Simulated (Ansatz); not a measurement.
# B in Ansatz: convergence with k mesh

Input of the first run (k mesh 5 × 3 × 2); the others differ in this setting and in those tied to it:

File input.yaml:

```yaml
crystal:
  lattice:
    - [1.62456, 0.0, 0.0]
    - [0.0, 2.86615, 0.0]
    - [0.0, 0.0, 3.9144]
  atoms:
    - { symbol: B, position: [-2.0e-05, 0.512092, 0.615896] }
    - { symbol: B, position: [0.514032, 0.005465, 0.397527] }
hamiltonian:
  xc: lda
  pseudopotentials: { kind: paw }
kpoints:
  mp_grid: { grid: [5, 3, 2] }
scf:
  occupations: { method: gaussian, width: 0.1 }
output:
  forces: true
  stress: true
  eigenvalues: true
```

Potentials or basis: Ansatz PAW.

Launch:

```console
$ ansatz run input.yaml --threads 2 --pin off --max-ram 5632MiB --backend cpu --events-out ev --progress --plain --runs-dir out
```

The cell isn't the ideal one: atoms moved at random, drawn with an rms of 0.05 Å.

The cell was built by a generator and needn't be a form met in nature.

Hardware: 2 threads of Arm Neoverse V2, on a shared host.

| k mesh | energy less the tightest run, at zero smearing (meV/atom) | pressure (GPa) | largest force (eV/Å) | SCF cycles | CPU time (s) | peak memory (GiB) |
| --- | --- | --- | --- | --- | --- | --- |
| 5 × 3 × 2 | 103.93 | -6.02 | 0.712 | 6 | 0.27 | 0.22 |
| 6 × 4 × 3 | 43.16 | -6.77 | 0.279 | 8 | 0.42 | 0.23 |
| 8 × 4 × 3 | 30.59 | -5.35 | 0.275 | 6 | 0.47 | 0.23 |
| 9 × 5 × 4 | 29.44 | -6.01 | 0.317 | 6 | 0.72 | 0.24 |
| 12 × 7 × 5 | -1.64 | -6.57 | 0.391 | 6 | 1.4 | 0.28 |
| 14 × 8 × 6 | 6.04 | -6.20 | 0.323 | 6 | 2.2 | 0.3 |
| 18 × 10 × 8 | -0.67 | -6.29 | 0.356 | 6 | 4.7 | 0.36 |
| 22 × 13 × 9 | 0.85 | -6.28 | 0.319 | 6 | 8.2 | 0.45 |
| 26 × 15 × 11 | 0.00 | -6.21 | 0.359 | 6 | 14 | 0.59 |

Against the tightest run, the energy stays within 1 meV/atom from 18 × 10 × 8 on; the pressure stays within 0.1 GPa from 14 × 8 × 6 on. Not settled before the last step: the largest force (to 0.005 eV/Å). Meshes of other sizes hit other points, so gaps and Fermi surfaces needn't settle smoothly. The tightest run that finished is the yardstick and may itself not be fully converged.

Caveat, for the tightest run too: the PAW data sets come from PBE, with cores solved anew for the run's functional, which leaves a small shift of forces and pressure.
